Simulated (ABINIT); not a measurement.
The system is Cl.

```
CELL_PARAMETERS angstrom
3.14500 -2.25000 0.00000
3.14500 2.25000 0.00000
0.00000 0.00000 8.21000
ATOMIC_POSITIONS crystal
Cl 0.37000 0.63000 0.40000
Cl 0.13000 0.87000 0.90000
Cl 0.63000 0.37000 0.60000
Cl 0.87000 0.13000 0.10000
```

Base run:

```yaml
Program: ABINIT 10.8.3 (patched build)
Functional: PBEsol
Potentials_or_basis: PseudoDojo NC SR PBEsol v0.4.1 standard
Cutoff: 680 eV
k_mesh: 5 × 5 × 3
Occupations: fermi-dirac, width 0.05 eV
Spin: no spin polarisation
```

Its results: band gap on the k mesh 2.41 eV, indirect (least direct gap 2.46 eV); pressure -1.0 GPa; largest force 0.189 eV/Å.

Question: The run is repeated on the same cell with these changes: functional from PBEsol to PBE; potentials or basis from PseudoDojo NC SR PBEsol v0.4.1 standard to PseudoDojo NC SR PBE v0.5 standard; cutoff from 680 eV to 789 eV. What comes out?

Answer: Band gap on the k mesh 2.48 eV, indirect (least direct gap 2.53 eV); pressure 0.6 GPa; largest force 0.094 eV/Å.

Caveats: an odd mesh through Γ misses points on the zone boundary, where band edges often lie; the cutoff is short for stress, so the pressure is rough (some runs).
